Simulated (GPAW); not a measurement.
# BaTiO3 (Barioperovskite) (Amm2) in GPAW: settings compared

One crystal, BaTiO3 (Barioperovskite), is run at these levels: RPBE, PW91; tasks: single point.

All numbers are computed with GPAW 26.7.0; they aren't measurements. Logs are shortened: lines on timing, memory, paths and dates and some standing lists are left out, and cuts for length are marked. The log counts tension as positive stress, the text compression.

**1. Starting point**

Symmetry: Amm2, No. 38, orthorhombic system. The conventional cell has a = 3.986 Å, b = 5.674 Å, c = 5.690 Å, α = 90.00°, β = 90.00°, γ = 90.00°. Ba (site symmetry mm2) has 12 O at 2.77 to 2.92 Å as nearest neighbours. Ti (site symmetry mm2) is surrounded by 6 O at 1.93 to 2.09 Å. O (site symmetry m) is surrounded by 2 Ti at 1.93 to 2.09 Å. Around O (site symmetry mm2) lie 2 Ti at 2.00 Å.

**2. Single point, RPBE**

The input, run.py:

```python
from ase import Atoms
from ase.dft.bandgap import bandgap
from ase.io import write
from ase.units import GPa
from gpaw import GPAW, PW

atoms = Atoms(['Ba', 'Ti', 'O', 'O', 'O'],
              cell=[[3.9855, 0.0, 0.0],
                    [0.0, 2.8369, 2.84515],
                    [0.0, -2.8369, 2.84515]],
              scaled_positions=[[0.0, 0.0, 0.0],
                                [0.5, 0.5124, 0.5124],
                                [0.5, 0.99184, 0.50524],
                                [0.5, 0.50524, 0.99184],
                                [0.0, 0.4874, 0.4874]],
              pbc=True)

calc = GPAW(mode=PW(800),
            xc='RPBE',
            kpts={'size': (5, 5, 5), 'gamma': True},
            occupations={'name': 'fermi-dirac', 'width': 0.05},
            nbands=36,
            convergence={'density': 1e-05, 'energy': 1e-05},
            maxiter=150,
            txt='gpaw.txt')
atoms.calc = calc
energy = atoms.get_potential_energy()
forces = atoms.get_forces()
stress = atoms.get_stress()
calc.write('gs.gpw')
write('result.traj', atoms)
print(f'Energy: {energy:.6f} eV')
print('Forces (eV/A):')
print(forces.round(4))
print('Stress (GPa):', (stress / GPa).round(3))
print('Fermi level:', round(calc.get_fermi_level(), 4), 'eV')
print(f'Gap: {bandgap(calc)[0]:.4f} eV, direct: {bandgap(calc, direct=True)[0]:.4f} eV')
```

Potentials or basis: the program's PAW data sets (release 1.2.1) made for this functional, pw.

On the command line:

```sh
$ OMP_NUM_THREADS=1 python run.py
```

gpaw.txt:

```text
__  _  _
 | _ |_)|_||  |
 |__||  | ||/\| - 26.7.0

Input parameters:
  mode=PW(ecut=800.0),
  convergence={'density': 1e-05, 'energy': 1e-05},
  kpts=MonkhorstPack(size=(5, 5, 5), gamma=True),
  maxiter=150,
  nbands=36,
  occupations=Occupations(name='fermi-dirac', width=0.05),
  xc=XC(name='RPBE')

Diagonalizing LCAO Hamiltonian
Converting LCAO to pw mode

              O
            O
        O    Ti

        Ba

Atoms  # Å, Bohr magnetons
|   | symbol |        x |         y |        z |    initial magnetic moments |
|---|--------|----------|-----------|----------|-----------------------------|
| 0 |     Ba | 0.000000 |  0.000000 | 0.000000 | ( 0.0000,  0.0000,  0.0000) |
| 1 |     Ti | 1.992750 |  0.000000 | 2.915710 | ( 0.0000,  0.0000,  0.0000) |
| 2 |      O | 1.992750 |  1.380436 | 4.259417 | ( 0.0000,  0.0000,  0.0000) |
| 3 |      O | 1.992750 | -1.380436 | 4.259417 | ( 0.0000,  0.0000,  0.0000) |
| 4 |      O | 0.000000 | -0.000000 | 2.773452 | ( 0.0000,  0.0000,  0.0000) |

Unit cell  # Å
| periodic |        x |         y |        z |  lengths |    angles |
|----------|----------|-----------|----------|----------|-----------|
|      yes | 3.985500 |  0.000000 | 0.000000 | 3.985500 | 89.833620 |
|      yes | 0.000000 |  2.836900 | 2.845150 | 4.017820 | 90.000000 |
|      yes | 0.000000 | -2.836900 | 2.845150 | 4.017820 | 90.000000 |

Number of symmetries: 4
Symmetry operations  # r_c * U_cc + t_c -> r_c
|   | kind |            matrix            |
|---|------|------------------------------|
| 0 |  E   |  1, 0, 0,  0, 1, 0,  0, 0, 1 |
| 1 |  σ   |  1, 0, 0,  0, 0, 1,  0, 1, 0 |
| 2 |  σ   | -1, 0, 0,  0, 1, 0,  0, 0, 1 |
| 3 |  C2  | -1, 0, 0,  0, 0, 1,  0, 1, 0 |

BZ-sampling:
  Number of BZ points: 125
  Number of IBZ points: 27

  Monkhorst-Pack size: [5, 5, 5]
  Monkhorst-Pack shift: [0, 0, 0]

K-points  # in reciprocal-cell coordinates
|     |                                coordinates |     weight |
|-----|--------------------------------------------|------------|
|   0 | (  0.00000000,   0.00000000,   0.00000000) | 0.00800000 |
|   1 | (  0.00000000,   0.20000000,  -0.20000000) | 0.01600000 |
|   2 | (  0.00000000,   0.20000000,   0.00000000) | 0.03200000 |
|   3 | (  0.00000000,   0.20000000,   0.20000000) | 0.01600000 |
|   4 | (  0.00000000,   0.40000000,  -0.40000000) | 0.01600000 |
|   5 | (  0.00000000,   0.40000000,  -0.20000000) | 0.03200000 |
|   6 | (  0.00000000,   0.40000000,   0.00000000) | 0.03200000 |
|   7 | (  0.00000000,   0.40000000,   0.20000000) | 0.03200000 |
|   8 | (  0.00000000,   0.40000000,   0.40000000) | 0.01600000 |
|   9 | (  0.20000000,   0.00000000,   0.00000000) | 0.01600000 |
| ... |                                            |            |
|  26 | (  0.40000000,   0.40000000,   0.40000000) | 0.03200000 |

Plane wave coefficients: 3330
Cutoff: 800.0 eV

Spin-components: 1 (collinear spins)
Bands:           36
Projectors:      27
Spin-degeneracy: 2
Datatype:        complex128

Parallelization:
  kpt:    1
  domain: 1
  band:   1

Density:
  Valence electrons: 40.0
  Components: 1
  Grid points: [27 27 27]
  Charge: 0.0  # |e|

Potential:
  Grid points: [27 27 27]

species:
  Ba:
    name:    Barium
    Z:       56.0
    valence: 10
    core:    46
    charge:  0.0  # [|e|]
    compensation charges:
      type: gauss
      rc: 0.37  # [Å]
      lmax: 2
    cutoffs:
      filter: 2.06  # [Å]
      core: 2.33  # [Å]
    projectors
    | kind |    occ | energy [eV] | rcut [Å] |
    |------|--------|-------------|----------|
    |   5s |  2.000 |     -33.663 |    1.164 |
    |   6s |  2.000 |      -3.183 |    1.164 |
    |   5p |  6.000 |     -18.775 |    1.164 |
    |    p |        |       0.000 |    1.164 |
    |    d |        |       0.000 |    1.164 |
    |    d |        |      27.211 |    1.164 |

    Using partial waves for Ba as LCAO basis

  Ti:
    name:    Titanium
    Z:       22.0
    valence: 12
    core:    10
    charge:  0.0  # [|e|]
    compensation charges:
      type: gauss
      rc: 0.38  # [Å]
      lmax: 2
    cutoffs:
      filter: 2.23  # [Å]
      core: 1.02  # [Å]
    projectors
    | kind |    occ | energy [eV] | rcut [Å] |
    |------|--------|-------------|----------|
    |   3s |  2.000 |     -62.726 |    1.270 |
    |   4s |  2.000 |      -4.420 |    1.270 |
    |   3p |  6.000 |     -38.898 |    1.058 |
    |   4p |  0.000 |      -1.472 |    1.058 |
    |   3d |  2.000 |      -4.207 |    1.058 |
    |    d |        |      23.004 |    1.058 |

    Using partial waves for Ti as LCAO basis

  O:
    name:    Oxygen
    Z:       8.0
    valence: 6
    core:    2
    charge:  0.0  # [|e|]
    compensation charges:
      type: gauss
      rc: 0.21  # [Å]
      lmax: 2
    cutoffs:
      filter: 1.17  # [Å]
      core: 0.83  # [Å]
    projectors
    | kind |    occ | energy [eV] | rcut [Å] |
    |------|--------|-------------|----------|
    |   2s |  2.000 |     -24.041 |    0.688 |
    |   2p |  4.000 |      -8.984 |    0.598 |
    |    s |        |       3.170 |    0.688 |
    |    p |        |      18.228 |    0.598 |
    |    d |        |       0.000 |    0.619 |

    Using partial waves for O as LCAO basis

Reference energy: -250645.454749  # eV

eigensolver:
  PPCG
  Converge bands: occupied
  niter=2

density mixing:
  MSR1-Mixer
  Pratt-step length: 0.05
  Maximum mixing coefficient: 0.75
  Old densities: 10
  SVD Regularization: 0.005
  Good broyden scale: 1.0
  Trust region scale: 1.0
  Backstep threshold: 4.0
  History deletion threshold: 6.0
  Fourier metric: weight=20.0, sigma=0.015

occupation numbers:
  Fermi-Dirac:
    width: 0.0500  # eV

poisson solver:
  ecut: 6400.0  # eV

xc functional:
  name: RPBE with 2 nearest neighbor stencil

convergence criteria:
- Maximum integral of absolute [dens]ity change: 1e-05 electrons / valence electron
- Maximum [total energy] change in last 3 cyles: 1e-05 eV / valence electron
- Maximum integral of absolute [eigenst]ate change: 4e-08 eV^2 / valence electron
maximum number of iterations: 150

SCF iterations
|iter     | |      energy | eigst |  dens |
|---------|-|-------------|-------|-------|
|iter:   1| |  -42.732724 | +0.24 |       |
|iter:   2| |  -41.001378 | -1.45 | -0.86 |
|iter:   3| |  -37.597270 | -0.89 | -0.94 |
|iter:   4| |  -37.402469 | -2.12 | -1.44 |
|iter:   5| |  -37.377980 | -2.77 | -1.61 |
|iter:   6| |  -37.392054 | -3.32 | -1.93 |
|iter:   7| |  -37.392731 | -4.45 | -2.72 |
|iter:   8| |  -37.392651 | -4.90 | -3.01 |
|iter:   9| |  -37.392677c| -6.13 | -3.43 |
|iter:  10| |  -37.392683c| -6.99 | -3.89 |
|iter:  11| |  -37.392683c| -7.43c| -4.84 |
|iter:  12| |  -37.392683c| -7.78c| -5.24c|

Converged in 12 steps
Energy contributions relative to reference atoms: (reference = -250645.454749)

Energy contributions:
  Kinetic:          49.233871
  Coulomb:         -51.148687
  Zero:              0.841515
  External:          0.000000
  Xc:              -36.319383
  Entropy:          -0.000000
  Spinorbit:         0.000000
  ----------------------------
  Free energy:     -37.392683
  Extrapolated:    -37.392683

dipole moment: (-35.317483, -0.000000, -19.485930)  # |e|*Ang

Fermi level: 8.691
Eigenvalues  # (at kpt = [0.000, 0.000, 0.000])
| band index |      eig [eV] | occ [0-2] |
|------------|---------------|-----------|
|          0 |       -48.900 |     2.000 |
|        ... |               |           |
|         12 |         5.495 |     2.000 |
|         13 |         5.495 |     2.000 |
|         14 |         6.577 |     2.000 |
|         15 |         6.633 |     2.000 |
|         16 |         6.687 |     2.000 |
|         17 |         7.434 |     2.000 |
|         18 |         7.533 |     2.000 |
|         19 |         7.577 |     2.000 |
|         20 |         9.698 |     0.000 |
|         21 |         9.760 |     0.000 |
|         22 |         9.912 |     0.000 |
|         23 |        11.815 |     0.000 |
|         24 |        11.857 |     0.000 |
|         25 |        12.915 |     0.000 |
|         26 |        13.010 |     0.000 |
|         27 |        15.286 |     0.000 |
|        ... |               |           |
|         35 |        27.977 |     0.000 |

Gap: 2.050 eV
Transition (v -> c):
  (s=0, k=26, n=19, [0.40, 0.40, 0.40]) -> (s=0, k=0, n=20, [0.00, 0.00, 0.00])
Direct/indirect transitions are different
Direct gap: 2.121 eV
Transition at: (s=0, k=0, n=19, [0.00, 0.00, 0.00])

Forces  # eV/Ang
|        x |        y |        z |
|----------|----------|----------|
|  0.00000 | -0.00000 |  0.15234 |  # Ba   0
|  0.00000 |  0.00000 |  0.11395 |  # Ti   1
| -0.00000 |  0.06025 | -0.23247 |  # O    2
|  0.00000 | -0.06025 | -0.23247 |  # O    3
|  0.00000 |  0.00000 |  0.19845 |  # O    4

Stress tensor  # eV/Ang^3
|         x |         y |         z |
|-----------|-----------|-----------|
| -0.050598 |  0.000000 |  0.000000 |
|  0.000000 | -0.051568 |  0.000000 |
|  0.000000 |  0.000000 | -0.047488 |

# Writing to gs.gpw (mode='')
```

Run time: 74 s. Hardware: 1 thread of Arm Neoverse V1, shared host; peak memory 0.24 GiB.

Results:

```
Free energy            : -37.3927 eV
Pressure               : 8.0 GPa
Largest force          : 0.240 eV/Å
Band gap on the k mesh : 2.05 eV, indirect (least direct gap 2.12 eV)
```

Forces on the atoms (eV/Å):
```
Ba   0.000  0.000  0.152
Ti   0.000  0.000  0.114
O    0.000  0.060 -0.232
O    0.000 -0.060 -0.232
O    0.000  0.000  0.198
```

Stress tensor (GPa, compression positive):
```
8.11 0.00 0.00
0.00 8.26 0.00
0.00 0.00 7.61
```

Levels at points of the mesh, in eV from the valence-band top:
| k point | band 16 | band 17 | band 18 | band 19 | band 20 | band 21 | band 22 | band 23 | band 24 | band 25 |
| --- | --- | --- | --- | --- | --- | --- | --- | --- | --- | --- |
| (0.00, 0.00, 0.00) | -1.01 | -0.96 | -0.21 | -0.11 | -0.07 | 2.05 | 2.11 | 2.26 | 4.17 | 4.21 |

Caveat: spin-orbit coupling is left out, which moves the levels of the heavy elements; an odd mesh through Γ misses points on the zone boundary, where band edges often lie.

**3. Single point, PW91**

run.py, as its differences from that of step 2:

```diff
@@ -4,3 +4,5 @@
 from ase.units import GPa
-from gpaw import GPAW, PW
+from gpaw import GPAW, PW, setup_paths
+
+setup_paths.insert(0, '.')
 
@@ -18,3 +20,3 @@
 calc = GPAW(mode=PW(800),
-            xc='RPBE',
+            xc='GGA_X_PW91+GGA_C_PW91',
             kpts={'size': (5, 5, 5), 'gamma': True},
```

Potentials or basis: PAW data sets generated in the run's folder for this functional, pw.

On the command line:

```sh
$ gpaw-setup -f GGA_X_PW91+GGA_C_PW91 Ba O Ti
$ OMP_NUM_THREADS=1 python run.py
```

Wall time 75 s (1 thread of Arm Neoverse V1, shared host); peak memory 0.24 GiB.

The run converged. Its results:

- Free energy: -39.8502 eV
- Pressure: 3.0 GPa
- Largest force: 0.253 eV/Å
- Band gap on the k mesh: 2.01 eV, indirect (least direct gap 2.08 eV)

Forces in eV/Å, atoms in the order of the input:
```
Ba   0.000  0.000  0.161
Ti   0.000  0.000  0.144
O    0.000  0.023 -0.252
O    0.000 -0.023 -0.252
O    0.000  0.000  0.212
```

Stress tensor (GPa, compression positive):
```
3.14 0.00 0.00
0.00 3.29 0.00
0.00 0.00 2.64
```

Levels at points of the mesh, in eV from the valence-band top:
| k point | band 17 | band 18 | band 19 | band 20 | band 21 | band 22 | band 23 | band 24 |
| --- | --- | --- | --- | --- | --- | --- | --- | --- |
| (0.00, 0.00, 0.00) | -0.97 | -0.21 | -0.11 | -0.07 | 2.01 | 2.07 | 2.23 | 4.17 |

Caveat: spin-orbit coupling is left out, which moves the levels of the heavy elements; an odd mesh through Γ misses points on the zone boundary, where band edges often lie. A hybrid or GW would open this gap; PW91 tends to underestimate it.
